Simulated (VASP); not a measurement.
# HfN (P6_3/mmc) in VASP: a series of runs

The runs below take HfN through single point, with PBE.

Everything below comes from runs of VASP 6.6.1. Logs are shortened: lines on timing, memory, paths and dates and some standing lists are left out, and cuts for length are marked.

### Step 1. The crystal as given

Symmetry: P6_3/mmc, No. 194, hexagonal system. The conventional cell has a = 3.175 Å, b = 3.175 Å, c = 5.488 Å, α = 90.00°, β = 90.00°, γ = 120.00°. Hf (site symmetry -6m2) has 6 N at 2.29 Å as nearest neighbours. N (site symmetry -3m) is surrounded by 6 Hf at 2.29 Å.

The cell comes from a database or a generator and needn't be the stable form of this composition.

### Step 2. Single point, PBE

File INCAR:

```
  PREC = Accurate
  ENCUT = 520
  EDIFF = 1E-6
  ISMEAR = -1
  SIGMA = 0.05
  LREAL = F
  LASPH = T
  NELM = 60
  ALGO = Normal
  ISIF = 2
  LWAVE = F
  LCHARG = F
  GGA = PE
  NBANDS = 23
```

File KPOINTS:

```
Automatic mesh
0
Gamma
  8 8 4
```

File POSCAR:

```
HfN
1.0
    3.1751483609      0.0000000000      0.0000000000
   -1.5875741805      2.7497592010      0.0000000000
    0.0000000000      0.0000000000      5.4880494375
Hf N
2 2
Direct
    0.6666666667      0.3333333333      0.7500000000
    0.3333333333      0.6666666667      0.2500000000
    0.0000000000      0.0000000000      0.0000000000
    0.0000000000      0.0000000000      0.5000000000
```

Potentials or basis: VASP PAW PBE potentials, release 64 (Hf_pv, N).

Command:

```
> cat potpaw_PBE.64/Hf_pv/POTCAR potpaw_PBE.64/N/POTCAR > POTCAR
> mpirun -np 1 vasp_std > vasp.out
```

OUTCAR:

```text
PREC = Accurate
   ENCUT = 520
   EDIFF = 1E-6
   ISMEAR = -1
   LREAL = F
   LASPH = T
   NELM = 60
   ISIF = 2
   GGA = PE

 ion  position               nearest neighbor table
   1  0.667  0.333  0.750-   3 2.29   4 2.29   3 2.29   4 2.29   3 2.29   4 2.29   2 3.30   2 3.30
                             2 3.30   2 3.30   2 3.30   2 3.30
   2  0.333  0.667  0.250-   3 2.29   4 2.29   3 2.29   4 2.29   3 2.29   4 2.29   1 3.30   1 3.30
                             1 3.30   1 3.30   1 3.30   1 3.30
   3  0.000  0.000  0.000-   1 2.29   2 2.29   1 2.29   2 2.29   1 2.29   2 2.29
   4  0.000  0.000  0.500-   1 2.29   2 2.29   1 2.29   2 2.29   1 2.29   2 2.29

  LATTYP: Found a hexagonal cell.
 ALAT       =     3.1751483609
 C/A-ratio  =     1.7284387417

  Lattice vectors:

 A1 = (   3.1751483609,   0.0000000000,   0.0000000000)
 A2 = (  -1.5875741805,   2.7497592010,   0.0000000000)
 A3 = (   0.0000000000,   0.0000000000,   5.4880494375)

Analysis of symmetry for initial positions (statically):
=====================================================================
 Subroutine PRICEL returns:
 Original cell was already a primitive cell.

 Routine SETGRP: Setting up the symmetry group for a
 hexagonal supercell.

 Subroutine GETGRP returns: Found 24 space group operations
 (whereof 12 operations were pure point group operations)
 out of a pool of 24 trial point group operations.

The static configuration has the point symmetry D_3d.
 The point group associated with its full space group is D_6h.

Analysis of symmetry for dynamics (positions and initial velocities):
=====================================================================
 Subroutine PRICEL returns:
 Original cell was already a primitive cell.

 Routine SETGRP: Setting up the symmetry group for a
 hexagonal supercell.

 Subroutine GETGRP returns: Found 24 space group operations
 (whereof 12 operations were pure point group operations)
 out of a pool of 24 trial point group operations.

The dynamic configuration has the point symmetry D_3d.
 The point group associated with its full space group is D_6h.

 Subroutine INISYM returns: Found 24 space group operations
 (whereof 12 operations are pure point group operations),
 and found     1 'primitive' translations

----------------------------------------------------------------------------------------

                                     Primitive cell

  volume of cell :      47.9156

  direct lattice vectors                    reciprocal lattice vectors
     3.175148361  0.000000000  0.000000000     0.314945913  0.181834104  0.000000000
    -1.587574181  2.749759201  0.000000000     0.000000000  0.363668208  0.000000000
     0.000000000  0.000000000  5.488049437     0.000000000  0.000000000  0.182214102

  length of vectors
     3.175148361  3.175148413  5.488049437     0.363668214  0.363668208  0.182214102

  position of ions in fractional coordinates (direct lattice)
     0.666666667  0.333333333  0.750000000
     0.333333333  0.666666667  0.250000000
     0.000000000  0.000000000  0.000000000
     0.000000000  0.000000000  0.500000000

  ion indices of the primitive-cell ions
   primitive index   ion index
                 1           1
                 2           2
                 3           3
                 4           4

----------------------------------------------------------------------------------------

 KPOINTS: Automatic mesh

Automatic generation of k-mesh.
 Grid dimensions read from file:
 generate k-points for:    8    8    4

 Generating k-lattice:

  Cartesian coordinates                     Fractional coordinates (reciprocal lattice)
     0.039368239  0.022729263  0.000000000     0.125000000  0.000000000  0.000000000
     0.000000000  0.045458526  0.000000000     0.000000000  0.125000000  0.000000000
     0.000000000  0.000000000  0.045553526     0.000000000  0.000000000  0.250000000

  Length of vectors
     0.045458527  0.045458526  0.045553526

  Shift w.r.t. Gamma in fractional coordinates (k-lattice)
     0.000000000  0.000000000  0.000000000

 Subroutine IBZKPT returns following result:
 ===========================================

 Found     30 irreducible k-points:

 Following reciprocal coordinates:
            Coordinates               Weight
  0.000000  0.000000  0.000000      1.000000
  0.125000  0.000000  0.000000      6.000000
  0.250000  0.000000  0.000000      6.000000
  0.375000 -0.000000  0.000000      6.000000
  0.500000  0.000000  0.000000      3.000000
  0.125000  0.125000  0.000000      6.000000
[... 16 lines left out ...]
  0.250000  0.000000  0.500000      6.000000
  0.375000 -0.000000  0.500000      6.000000
 [... further k-points ...]
   k-points           NKPTS =     30   k-points in BZ     NKDIM =     30   number of bands    NBANDS=     23
   number of dos      NEDOS =    301   number of ions     NIONS =      4
   total plane-waves  NPLWV =  24192
   dimension x,y,z NGX =    24 NGY =   24 NGZ =   42
   dimension x,y,z NGXF=    48 NGYF=   48 NGZF=   84
   ions per type =               2   2
   NGX,Y,Z   is equivalent  to a cutoff of  12.57, 12.57, 12.72 a.u.
   NGXF,Y,Z  is equivalent  to a cutoff of  25.13, 25.13, 25.45 a.u.
 SYSTEM =  unknown system
   PREC   = accura    normal or accurate (medium, high low for compatibility)
   ISTART =      0    job   : 0-new  1-cont  2-samecut
   ICHARG =      2    charge: 1-file 2-atom 10-const
   ISPIN  =      1    spin polarized calculation?
   LNONCOLLINEAR =      F non collinear calculations
   LSORBIT =      F    spin-orbit coupling
   LASPH  =      T    aspherical Exc in radial PAW
   ENCUT  =  520.0 eV  38.22 Ry    6.18 a.u.   5.90  5.90 10.20*2*pi/ulx,y,z
   NELM   =     60;   NELMIN=  2; NELMDL= -5     # of ELM steps
   EDIFF  = 0.1E-05   stopping-criterion for ELM
   LREAL  =      F    real-space projection
   EDIFFG = 0.1E-04   stopping-criterion for IOM
   NSW    =      0    number of steps for IOM
   IBRION =     -1    ionic relax: 0-MD 1-quasi-New 2-CG
   NFREE  =      0    steps in history (QN), initial steepest desc. (CG)
   ISIF   =      2    stress and relaxation
   ISYM   =      2    0-nonsym 1-usesym 2-fastsym
   POTIM  = 0.5000    time-step for ionic-motion
   TEBEG  =    0.0;   TEEND  =   0.0 temperature during run
   PSTRESS=    0.0 pullay stress
   NELECT =      30.0000    total number of electrons
   NUPDOWN=      -1.0000    fix difference up-down
   EMIN   =  10.00;   EMAX   =-10.00  energy-range for DOS
   EFERMI =   0.00;   METHOD = LEGACY
   ISMEAR =    -1;   SIGMA  =   0.05  broadening in eV -4-tet -1-fermi 0-gaus
   EFERMI_NEDOS =   21; number of points for ismear=-14 and -15
   IALGO  =     38    algorithm
   IMIX   =      4    mixing-type and parameters
     AMIX     =   0.40;   BMIX     =  1.00
     AMIX_MAG =   1.60;   BMIX_MAG =  1.00
  volume/ion in A,a.u.               =      11.98        80.84
  Fermi-wavevector in a.u.,A,eV,Ry     =   1.400521  2.646601 26.687278  1.961460
  Thomas-Fermi vector in A             =   2.523473
   LORBIT       =      0    0 simple, 1 ext, 2 COOP (PROOUT), +10 PAW based schemes
   GGA     = PE    functional components
   LHFCALC =     F    Hartree Fock is set to
   AEXX    =    0.0000 exact exchange contribution
   IVDW    =     0    specifies the selected vdW correction
   LEPSILON=     F    determine dielectric tensor
   LRPA    =     F    only Hartree local field effects (RPA)
 non-spin polarized calculation
  energy-cutoff  :      520.00
  volume of cell :       47.92
 maximum number of plane-waves:      1300
 NGX is ok and might be reduce to    24
   NGX = 11   NGY = 11   NGZ = 21

 number of electron      30.0000003 magnetization

 Free energy of the ion-electron system (eV)
  ---------------------------------------------------
  ext. energy  EPLUGINS =         0.00000000
  ---------------------------------------------------
  free energy    TOTEN  =       -43.36385839 eV

  energy without entropy =      -43.34638820  energy(sigma->0) =      -43.35512329

 E-fermi :   7.4343     XC(G=0): -12.5403

 val. band max:        7.3951674818   @ k =   0.2500   0.0000   0.5000
 cond. band min:       7.4562468882   @ k =   0.2500   0.2500   0.5000
 fundamental gap:      0.0610794064
 Fermi energy:         7.4343380508

 k-point     1 :       0.0000    0.0000    0.0000
  band No.  band energies     occupation
      1     -24.1632      2.00000
      2     -23.4272      2.00000
      3     -23.3245      2.00000
      4     -23.3245      2.00000
      5     -23.2708      2.00000
      6     -23.2708      2.00000
[... 15 lines left out ...]
     22      12.9400      0.00000
     23      12.9400      0.00000

 k-point     2 :       0.1250    0.0000    0.0000
  band No.  band energies     occupation
      1     -24.1161      2.00000
      2     -23.4373      2.00000
      3     -23.4319      2.00000
      4     -23.3776      2.00000
      5     -23.3586      2.00000
      6     -23.2830      2.00000
[... 15 lines left out ...]
     22      12.4147      0.00000
     23      12.9011      0.00000

 k-point     3 :       0.2500    0.0000    0.0000
  band No.  band energies     occupation
      1     -23.9924      2.00000
      2     -23.7131      2.00000
      3     -23.6122      2.00000
      4     -23.4522      2.00000
      5     -23.4321      2.00000
      6     -23.3203      2.00000
[... 15 lines left out ...]
     22      12.3650      0.00000
     23      12.6674      0.00000

 k-point     4 :       0.3750   -0.0000    0.0000
  band No.  band energies     occupation
      1     -23.9793      2.00000
      2     -23.8410      2.00000
      3     -23.8317      2.00000
      4     -23.5001      2.00000
      5     -23.4984      2.00000
      6     -23.3616      2.00000
[... 15 lines left out ...]
     22      13.0902      0.00000
     23      14.0123      0.00000

 k-point     5 :       0.5000    0.0000    0.0000
  band No.  band energies     occupation
      1     -24.0859      2.00000
      2     -23.9198      2.00000
      3     -23.7547      2.00000
      4     -23.5406      2.00000
      5     -23.5273      2.00000
      6     -23.3793      2.00000
[... 15 lines left out ...]
     22      13.1244      0.00000
     23      14.9099      0.00000

 k-point     6 :       0.1250    0.1250    0.0000
  band No.  band energies     occupation
      1     -24.0306      2.00000
      2     -23.5934      2.00000
      3     -23.5790      2.00000
      4     -23.4444      2.00000
      5     -23.3920      2.00000
      6     -23.3352      2.00000
[... 15 lines left out ...]
     22      12.0402      0.00000
     23      12.0607      0.00000

 k-point     7 :       0.2500    0.1250    0.0000
  band No.  band energies     occupation
      1     -23.8916      2.00000
      2     -23.8558      2.00000
      3     -23.7549      2.00000
      4     -23.4963      2.00000
      5     -23.4788      2.00000
      6     -23.3995      2.00000
[... 353 lines left out ...]
     22      13.5990      0.00000
     23      14.6600      0.00000

 k-point    21 :       0.0000    0.0000    0.5000
  band No.  band energies     occupation
      1     -23.8100      2.00000
      2     -23.8100      2.00000
      3     -23.2977      2.00000
      4     -23.2977      2.00000
      5     -23.2977      2.00000
      6     -23.2977      2.00000
[... 15 lines left out ...]
     22      10.3742      0.00000
     23      11.7660      0.00000

 k-point    22 :       0.1250    0.0000    0.5000
  band No.  band energies     occupation
      1     -23.8029      2.00000
      2     -23.8029      2.00000
      3     -23.3897      2.00000
      4     -23.3897      2.00000
      5     -23.3209      2.00000
      6     -23.3209      2.00000
[... 15 lines left out ...]
     22      11.6804      0.00000
     23      12.4732      0.00000

 k-point    23 :       0.2500    0.0000    0.5000
  band No.  band energies     occupation
      1     -23.8392      2.00000
      2     -23.8392      2.00000
      3     -23.5494      2.00000
      4     -23.5494      2.00000
      5     -23.3765      2.00000
      6     -23.3765      2.00000
[... 15 lines left out ...]
     22      12.4292      0.00000
     23      13.6412      0.00000

 k-point    24 :       0.3750   -0.0000    0.5000
  band No.  band energies     occupation
      1     -23.9934      2.00000
      2     -23.9934      2.00000
      3     -23.5794      2.00000
      4     -23.5794      2.00000
      5     -23.4314      2.00000
      6     -23.4314      2.00000
[... 15 lines left out ...]
     22      12.7451      0.00000
     23      14.4447      0.00000

 [... further k-points ...]

------------------------ aborting loop because EDIFF is reached ----------------------------------------

  FORCE on cell =-STRESS in cart. coord.  units (eV):
  Direction    XX          YY          ZZ          XY          YZ          ZX
  --------------------------------------------------------------------------------------
  -------------------------------------------------------------------------------------
  Total       -1.8029857     -1.8029858     -1.8614144      0.0000000     -0.0000000      0.0000000
  in kB      -60.2873452    -60.2873478    -62.2410540      0.0000000     -0.0000000      0.0000000
  external PRESSURE =     -60.9385823 kB  Pullay stress =       0.0000000 kB

 VOLUME and BASIS-vectors are now :
 -----------------------------------------------------------------------------
  energy-cutoff  :      520.00
  volume of cell :       47.92
      direct lattice vectors                 reciprocal lattice vectors
     3.175148361  0.000000000  0.000000000     0.314945913  0.181834104  0.000000000
    -1.587574181  2.749759201  0.000000000     0.000000000  0.363668208  0.000000000
     0.000000000  0.000000000  5.488049437     0.000000000  0.000000000  0.182214102

 POSITION                                       TOTAL-FORCE (eV/Angst)
 -----------------------------------------------------------------------------------
      1.58757      0.91659      4.11604        -0.000000      0.000000      0.000000
     -0.00000      1.83317      1.37201         0.000000     -0.000000      0.000000
      0.00000      0.00000      0.00000        -0.000000      0.000000      0.000000
      0.00000      0.00000      2.74402        -0.000000      0.000000      0.000000
 -----------------------------------------------------------------------------------
    total drift:                               -0.000000      0.000000     -0.000000

  FREE ENERGIE OF THE ION-ELECTRON SYSTEM (eV)
  ---------------------------------------------------
  free  energy   TOTEN  =       -43.3638583860 eV

  energy  without entropy=      -43.3463882024  energy(sigma->0) =      -43.35512329
```

Wall time 16 s (1 thread of Intel Xeon 6975P-C (Granite Rapids), shared host); peak memory 0.17 GiB.

What came out:

* Free energy: -43.3639 eV
* Pressure: -6.1 GPa
* Band gap on the k mesh: none (metal or under the smearing width)

### Step 3. Single point, PBE

This run uses another cell than the first one, of 10.83 Å³/atom, 0.904 times its volume.

File INCAR:

```
ALGO = Normal
EDIFF = 1E-6
ENCUT = 520
GGA = PE
ISIF = 2
ISMEAR = -1
LASPH = True
LCHARG = False
LREAL = False
LWAVE = False
NBANDS = 23
NELM = 100
PREC = Accurate
SIGMA = 0.05
```

File KPOINTS:

```
k-points
0
Gamma
  8 8 4
```

File POSCAR:

```
HfN
1.0
    3.0699327428      0.0000000000      0.0000000000
   -1.5349663714      2.6586398008      0.0000000000
    0.0000000000      0.0000000000      5.3061906869
Hf N
2 2
Direct
    0.6666666667      0.3333333333      0.7500000000
    0.3333333333      0.6666666667      0.2500000000
    0.0000000000      0.0000000000      0.0000000000
    0.0000000000      0.0000000000      0.5000000000
```

Potentials or basis: VASP PAW PBE potentials, release 64 (Hf_pv, N).

Command:

```
> cat potpaw_PBE.64/Hf_pv/POTCAR potpaw_PBE.64/N/POTCAR > POTCAR
> mpirun -np 1 vasp_std > vasp.out
```

It took 12 s on 1 thread of Intel Xeon 6975P-C (Granite Rapids), shared host; peak memory 0.17 GiB.

Results (log left out):

```
Free energy            : -43.1417 eV
Pressure               : 23.9 GPa
Band gap on the k mesh : none (metal or under the smearing width)
```

Stress tensor (GPa, compression positive):
```
23.80  0.00  0.00
 0.00 23.80  0.00
 0.00  0.00 24.12
```

Levels at points of the mesh, in eV from the Fermi level:
| k point | band 11 | band 12 | band 13 | band 14 | band 15 | band 16 | band 17 | band 18 | band 19 | band 20 |
| --- | --- | --- | --- | --- | --- | --- | --- | --- | --- | --- |
| (0.00, 0.00, 0.00) | -4.81 | -3.61 | -3.61 | -1.59 | -0.51 | 0.92 | 0.92 | 1.61 | 2.14 | 2.14 |
| (0.50, 0.00, 0.00) | -5.75 | -5.61 | -3.15 | -2.79 | -2.31 | 2.83 | 3.16 | 4.96 | 5.20 | 6.20 |
| (0.00, 0.00, 0.50) | -4.45 | -4.45 | -4.45 | -4.45 | 2.18 | 2.18 | 3.29 | 3.29 | 3.29 | 3.29 |
| (0.50, 0.00, 0.50) | -5.58 | -5.58 | -4.50 | -4.50 | -0.06 | -0.06 | 5.28 | 5.28 | 5.36 | 5.36 |

Caveat: so large a pressure means that the cell lies far from this level's equilibrium, or that cutoff or potentials fall short.

### Step 4. Single point, PBE

This run uses another cell than the first one, of 11.29 Å³/atom, 0.942 times its volume.

File INCAR:

```
SYSTEM = HfN
PREC     = Accurate       ! precision mode
ENCUT    = 520            ! plane-wave cutoff, eV
EDIFF    = 1E-6           ! SCF threshold, eV
ISMEAR   = -1             ! smearing method
SIGMA    = 0.05           ! smearing width, eV
LREAL    = .FALSE.        ! projectors in reciprocal space
LASPH    = .TRUE.         ! aspherical terms in the spheres
NELM     = 100            ! most SCF steps
ALGO     = Normal         ! electronic algorithm
ISIF     = 2              ! what is computed and relaxed
LWAVE    = .FALSE.        ! write WAVECAR
LCHARG   = .FALSE.        ! write CHGCAR
GGA      = PE             ! functional
NBANDS   = 23             ! bands
```

File KPOINTS:

```
Automatic mesh
0
G
  8 8 4
  0 0 0
```

File POSCAR:

```
HfN
1.0
    3.1128744266      0.0000000000      0.0000000000
   -1.5564372133      2.6958283908      0.0000000000
    0.0000000000      0.0000000000      5.3804127569
Hf N
2 2
Direct
    0.6666666667      0.3333333333      0.7500000000
    0.3333333333      0.6666666667      0.2500000000
    0.0000000000      0.0000000000      0.0000000000
    0.0000000000      0.0000000000      0.5000000000
```

Command:

```
> cat potpaw_PBE.64/Hf_pv/POTCAR potpaw_PBE.64/N/POTCAR > POTCAR
> mpirun -np 1 vasp_std > vasp.out
```

Run time: 15 s. Hardware: 1 thread of Intel Xeon 6975P-C (Granite Rapids), shared host; peak memory 0.17 GiB.

The run converged. Its results:

- Free energy: -43.3354 eV
- Pressure: 10.0 GPa
- Band gap on the k mesh: none (metal or under the smearing width)

Levels at points of the mesh, in eV from the Fermi level:
```csv
k point,band 13,band 14,band 15,band 16,band 17,band 18
"(0.00, 0.00, 0.00)",-3.49,-1.59,-0.46,0.91,0.91,1.33
"(0.50, 0.00, 0.00)",-3.13,-2.68,-2.29,2.67,2.99,4.72
"(0.00, 0.00, 0.50)",-4.30,-4.30,2.07,2.07,3.14,3.14
"(0.50, 0.00, 0.50)",-4.38,-4.38,-0.10,-0.10,5.01,5.01
```

Spin-orbit coupling is left out, which matters for the levels of Hf.

### Step 5. Summary

| cell | gap on the mesh (eV) | pressure (GPa) |
| --- | --- | --- |
| P6_3/mmc, 11.98 Å³/atom | none | -6.1 |
| P6_3/mmc, 10.83 Å³/atom | none | 23.9 |
| P6_3/mmc, 11.29 Å³/atom | none | 10.0 |

Alike in all rows: task single point; level PBE; potentials or basis VASP PAW PBE potentials, release 64 (Hf_pv, N); no spin polarisation; k mesh 8 × 8 × 4; cutoff (eV) 520; smearing fermi-dirac 0.05 eV.

Every run on the cell as given and a fine mesh finds a metal.

Caveats: so large a pressure means that the cell lies far from this level's equilibrium, or that cutoff or potentials fall short (some runs).

Absolute energies hang on the potentials; compare differences alone.
